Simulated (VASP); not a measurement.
Set up this calculation in VASP 6.6.1, as the native input.

| Item | Value |
| --- | --- |
| Task | single point |
| Functional | HSE06 |
| Potentials or basis | VASP PAW PBE potentials, release 64 (Hf_pv, Si, O) |
| Cutoff | 520 eV |
| k mesh | 4 × 4 × 4 |
| Occupations | gaussian, width 0.02 eV |
| Spin | no spin polarisation |
| Grid for exact exchange (PRECFOCK) | Fast |
| Screening parameter | 0.2 1/A |
| Further INCAR settings | ALGO = Normal; EDIFF = 1e-06 |

HfSiO4:

```
Hf Si O
1.0
    -3.27944    3.27944    2.97940
     3.27944   -3.27944    2.97940
     3.27944    3.27944   -2.97940
Hf Si O
2 2 8
Cartesian
  0.0000 0.0000 0.0000
  0.0000 3.2794 1.4897
  3.2794 0.0000 1.4897
  0.0000 0.0000 2.9794
  3.2794 2.0639 -1.0878
  4.4949 0.0000 0.4019
  2.0639 0.0000 0.4019
  0.0000 1.2155 1.8916
  2.0639 3.2794 1.0878
  3.2794 1.2155 2.5775
  3.2794 -1.2155 2.5775
  1.2155 0.0000 4.0672
```

The cell is a database's computed one.

One way to write it, as run:

POSCAR

```
HfSiO4
1.0
   -3.2794400000      3.2794400000      2.9794000000
    3.2794400000     -3.2794400000      2.9794000000
    3.2794400000      3.2794400000     -2.9794000000
Hf Si O
2 2 8
Direct
    0.0000000000      0.0000000000      0.0000000000
    0.7500000000      0.2500000000      0.5000000000
    0.2500000000      0.7500000000      0.5000000000
    0.5000000000      0.5000000000      0.0000000000
    0.1321300000      0.3174500000      0.8146800000
    0.0674500000      0.7527700000      0.6853200000
    0.0674500000      0.3821300000      0.3146800000
    0.5027700000      0.3174500000      0.1853200000
    0.6825500000      0.4972300000      0.8146800000
    0.6178700000      0.9325500000      0.6853200000
    0.2472300000      0.9325500000      0.3146800000
    0.6825500000      0.8678700000      0.1853200000
```

INCAR.step1

```
PREC     = Accurate       # precision mode
ENCUT    = 520            # plane-wave cutoff, eV
EDIFF    = 1E-5           # SCF threshold, eV
ISMEAR   = 0              # smearing method
SIGMA    = 0.02           # smearing width, eV
LREAL    = F              # projectors in reciprocal space
LASPH    = T              # aspherical terms in the spheres
NELM     = 80             # most SCF steps
ALGO     = Normal         # electronic algorithm
ISIF     = 2              # what is computed and relaxed
LWAVE    = T              # write WAVECAR
LCHARG   = F              # write CHGCAR
GGA      = PE             # functional
```

INCAR.step2

```
PREC     = Accurate       # precision mode
ENCUT    = 520            # plane-wave cutoff, eV
EDIFF    = 1E-6           # SCF threshold, eV
ISMEAR   = 0              # smearing method
SIGMA    = 0.02           # smearing width, eV
LREAL    = F              # projectors in reciprocal space
LASPH    = T              # aspherical terms in the spheres
NELM     = 80             # most SCF steps
ALGO     = Normal         # electronic algorithm
ISIF     = 2              # what is computed and relaxed
LWAVE    = F              # write WAVECAR
LCHARG   = F              # write CHGCAR
GGA      = PE             # functional
LHFCALC  = T              # exact exchange
HFSCREEN = 0.2            # screening, 1/A
PRECFOCK = Fast         
ISTART   = 1
```

KPOINTS

```
Automatic mesh
0
Gamma
  4 4 4
```

Potentials or basis: VASP PAW PBE potentials, release 64 (Hf_pv, Si, O).

The run is started by

```sh
$ cat potpaw_PBE.64/Hf_pv/POTCAR potpaw_PBE.64/Si/POTCAR potpaw_PBE.64/O/POTCAR > POTCAR
$ cp INCAR.step1 INCAR
$ mpirun -np 1 vasp_std > vasp.out
$ cp INCAR.step2 INCAR
$ mpirun -np 1 vasp_std > vasp.out
```

Results of the run:

```
Pressure               : -1.1 GPa
Largest force          : 0.492 eV/Å
Band gap on the k mesh : 7.29 eV, indirect (least direct gap 7.72 eV)
```

Caveat: the PAW data sets were made with another functional, which shifts forces and pressure a little; spin-orbit coupling is left out, which moves the levels of the heavy elements.

Wall time 89 min on 1 thread of Intel(R) Xeon(R) 6975P-C (Granite Rapids), on a shared host, peak memory 0.44 GiB.
